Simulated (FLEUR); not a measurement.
**YN under changes of volume**

One of the cells (14.500 Å³/atom); the others are scaled copies at fixed shape and fractional positions:

```
Y N
1.0
     0.00000    2.43850    2.43850
     2.43850    0.00000    2.43850
     2.43850    2.43850    0.00000
Y N
1 1
Direct
  0.00000 0.00000 0.00000
  0.50000 0.50000 0.50000
```

```yaml
Program: FLEUR MaX-R8.1 (later development tree)
Functional: r2SCAN
Potentials_or_basis: all-electron
Basis: FLAPW
Kmax: 4.42 1/bohr
k_mesh: 9 × 9 × 9
Occupations: fermi-dirac, width 0.05 eV
Spin: no spin polarisation
```

```csv
volume (Å³/atom),energy over the lowest point (meV/atom),gap on the mesh (eV)
13.630,?,?
13.920,21.41,0.55
14.500,0.00,0.62
15.080,4.68,0.69
15.370,15.22,0.72
```

Task: What does the run at 13.630 Å³/atom give?

Result: Energy over the lowest point 43.33 meV/atom; gap on the mesh 0.51 eV.

Worked out: A Birch-Murnaghan fit of order 2 (a polynomial in V^(-2/3)) to the other rows has its minimum at 14.67 Å³/atom with B0 = V·E''(V) = 171 GPa. It gives 43.60 meV/atom at 13.630 Å³/atom, against the run's 43.33. A straight line through the other rows of the gap, of slope 1.73 eV per unit of ln V, extrapolates to 0.51 eV, against the run's 0.51.

Energies are extrapolated to zero smearing.

Caveats: the meta-GGA is that of a development version, with a GGA for the radial functions and cores and without core tails; an odd mesh through Γ misses points on the zone boundary, where band edges often lie. Spin-orbit coupling on Y is left out.
